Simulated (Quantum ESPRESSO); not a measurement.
**Bi under changes of volume**

One of the cells (31.117 Å³/atom); the others are scaled copies at fixed shape and fractional positions:

```
Bi
1.0
    -1.98143    1.98143    1.98143
     1.98143   -1.98143    1.98143
     1.98143    1.98143   -1.98143
Bi
1
Direct
  0.00000 0.00000 0.00000
```

This isn't the form of Bi at room conditions, which is rhombohedral.

```yaml
Program: Quantum ESPRESSO 7.5
Functional: PBEsol
Potentials_or_basis: PseudoDojo 0.4.1 SR PBEsol standard
Cutoff: 898 eV
Density_cutoff: 3592 eV
k_mesh: 9 × 9 × 9
Occupations: fermi-dirac, width 0.05 eV
Spin: no spin polarisation
```

```csv
volume (Å³/atom),energy over the lowest point (meV/atom),pressure (GPa)
29.250,4.49,1.7
29.872,0.00,0.4
30.495,0.63,-0.9
31.117,5.94,-2.0
31.739,?,?
32.362,28.44,-3.8
32.984,44.60,-4.5
```

Q: What does the run at 31.739 Å³/atom give?

A: Energy over the lowest point 15.39 meV/atom; pressure -2.9 GPa.

Worked out: A Birch-Murnaghan fit of order 3 (a polynomial in V^(-2/3)) to the other rows has its minimum at 30.09 Å³/atom with B0 = V·E''(V) = 62 GPa and B' = 5.0. It gives 15.37 meV/atom at 31.739 Å³/atom, against the run's 15.39, and -dE/dV = -2.9 GPa, against -2.9.

Energies are extrapolated to zero smearing.
